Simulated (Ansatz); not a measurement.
Take LaAlO$_{3}$ in the cubic perovskite structure (space group Pm-3m, No. 221; a = 3.787 Å) as the base.

The values are results of Ansatz (an electronic-structure program), r2SCAN, PAW, cutoff 500 eV, without spin-orbit coupling, not measurements.

Base values:

```
Item                                    Value
----------------------------  ---------------
Gap between the host's bands          4.02 eV
Gap character                 indirect, R → Γ
```

Now apply this change: electron doping at 2.0×10^22 cm⁻³ (1.09 per cell), with a uniform compensating background at fixed cell and a 300 K Fermi–Dirac width.

**Question.** Estimate the effect on the Fermi level from band edge, gap between the host's bands and gap character.

**Answer.** The Fermi level relative to the doped band's edge (positive inside the band; to 0.05 eV) comes out as +1.90 eV; the gap between the host's bands goes up by 0.40 eV, from 4.02 eV to 4.42 eV; the gap character stays indirect, R → Γ.

Carriers are added with a uniform compensating background; total energy and stress of such cells depend on the potential's zero and are not compared; many-body gap narrowing is missing at this level. Stability against distortions was not tested. Many cubic perovskites are stable only at high temperature; tilts and polar distortions were not tested.
